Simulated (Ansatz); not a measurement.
Computed with DFT PBE, scalar-relativistic, plane waves, PAW in Ansatz. The screen uses 420 eV, coarse Γ-centred meshes (up to 0.6 Å⁻¹ on the start cell), Gaussian smearing of 0.2 eV, tolerances of 0.08 eV/Å and 0.8 GPa and 16 steps at most, with the symmetry of each start kept. No spin polarisation. Energies are free energies per atom, good to about 0.1 eV/atom between metallic cells, end volumes are rough, and groups of ends are read at 0.1 Å.

Two unrelaxed guesses for SiGe3:

A.

```cif
data_structure
_symmetry_space_group_name_H-M 'Pmmn:1'
_symmetry_Int_Tables_number 59
_cell_length_a 4.5170
_cell_length_b 5.5945
_cell_length_c 4.9350
_cell_angle_alpha 90.000
_cell_angle_beta 90.000
_cell_angle_gamma 90.000
_cell_volume 124.71
loop_
_atom_site_label
_atom_site_type_symbol
_atom_site_symmetry_multiplicity
_atom_site_Wyckoff_symbol
_atom_site_fract_x
_atom_site_fract_y
_atom_site_fract_z
_atom_site_occupancy
Si1 Si 2 a 0.00000 0.00000 0.67018 1
Ge1 Ge 2 b 0.50000 0.00000 0.32632 1
Ge2 Ge 4 e 0.00000 0.25200 0.15381 1
```

B.

```cif
data_structure
_symmetry_space_group_name_H-M 'R3m:H'
_symmetry_Int_Tables_number 160
_cell_length_a 3.9600
_cell_length_b 3.9600
_cell_length_c 19.4000
_cell_angle_alpha 90.000
_cell_angle_beta 90.000
_cell_angle_gamma 120.000
_cell_volume 263.46
loop_
_atom_site_label
_atom_site_type_symbol
_atom_site_symmetry_multiplicity
_atom_site_Wyckoff_symbol
_atom_site_fract_x
_atom_site_fract_y
_atom_site_fract_z
_atom_site_occupancy
Si1 Si 3 a 0.00000 0.00000 0.00000 1
Ge1 Ge 3 a 0.00000 0.00000 0.12500 1
Ge2 Ge 3 a 0.33333 0.66667 0.16667 1
Ge3 Ge 3 a 0.33333 0.66667 0.29167 1
```

Question: Which is lower as given, and which after relaxing?

Answer: As given, B is lower by 0.50 eV/atom. Relaxed, B is lower by 0.37 eV/atom, so the order holds. A goes from Pmmn at 15.6 Å³/atom to Pmmn at 18.1 Å³/atom and gains 0.14 eV/atom. B goes from R3m at 22.0 Å³/atom to R3m at 22.9 Å³/atom and gains 0.01 eV/atom. The closest pair in A goes from Ge–Ge at 2.72 Å to Si–Ge at 2.83 Å. The closest pair in B goes from Si–Ge and Ge–Ge at 2.42 Å to Si–Ge at 2.42 Å. At the end: counting Ge atoms around Si (those within 1.25 times the shortest such distance or 1.15 times the sum of covalent radii; a plus sign parts nearer from farther groups; the shortest distance is added where it is long for a bond), A has Si 10+2 from 2.8 Å and B has Si 4.
